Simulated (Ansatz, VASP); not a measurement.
## H in VASP and in Ansatz

The input INCAR:

```
SYSTEM = H
ALGO = Fast ; EDIFF = 1E-6
ENCUT = 520 ; GGA = PE
ISIF = 2 ; ISMEAR = 0
LASPH = .True. ; LCHARG = .False.
LREAL = .False. ; LWAVE = .False.
NBANDS = 10 ; NELM = 100
PREC = Accurate ; SIGMA = 0.02
```

File KPOINTS:

```
k-points
0
Gamma
  9 9 6
  0 0 0
```

File POSCAR:

```
H
1.0
    3.7750402119     -0.0160517452      0.0032257096
   -1.9014213251      3.2708548344     -0.0026770629
    0.0042391957     -0.0016149317      4.9183754134
H
4
Direct
    0.3445573224      0.6732037370      0.1738862340
    0.6661493313      0.3308195361      0.6760995784
    0.6613990232      0.3374017070      0.8264169367
    0.3278928197      0.6585720130      0.3235952694
```

Input for Ansatz:

```yaml
crystal:
  lattice:
    - [3.7750402119, -0.0160517452, 0.0032257096]
    - [-1.9014213251, 3.2708548344, -0.0026770629]
    - [0.0042391957, -0.0016149317, 4.9183754134]
  atoms:
    - { symbol: H, position: [0.3445573224, 0.673203737, 0.173886234] }
    - { symbol: H, position: [0.6661493313, 0.3308195361, 0.6760995784] }
    - { symbol: H, position: [0.6613990232, 0.337401707, 0.8264169367] }
    - { symbol: H, position: [0.3278928197, 0.658572013, 0.3235952694] }
basis:
  ecutwfc: 420
kpoints:
  mp_grid: { grid: [9, 9, 6] }
hamiltonian:
  xc: pbe
scf:
  occupations: { method: gaussian, width: 0.02 }
output:
  forces: true
  stress: true
  eigenvalues: true
  populations: true
```

Change from the starting cell: all atoms moved at random, cell strained at random.

Alike in both runs: task single point; functional PBE; k mesh 9 × 9 × 6; occupations gaussian, width 0.02 eV; no spin polarisation.

|  | VASP | Ansatz |
| --- | --- | --- |
| version | VASP 6.6.1 | Ansatz 0.2.0 |
| potentials or method | VASP PAW PBE potentials, release 64 (H) | scalar-relativistic, plane waves, PAW |
| plane-wave cutoff (eV) | 520 | 420 |
| valence electrons in the cell | 4 | 4 |

```tsv
	VASP	Ansatz	Ansatz less VASP
gap on the k mesh at the Fermi level (eV)	9.40	9.40	0.000
least direct gap on the mesh (eV)	9.40	9.40	0.000
pressure (GPa)	0.4	0.6	+0.18
largest component of the traceless stress (GPa)	1.00	1.06	+0.060
rms of the force components (eV/Å)	0.223	0.231	+0.0074
```

Atom by atom the forces differ by 0.007 eV/Å (rms over components). The functional is the same, so the differences come from potentials, cutoffs and numerics.

Caveats: an odd mesh through Γ misses points on the zone boundary, where band edges often lie.
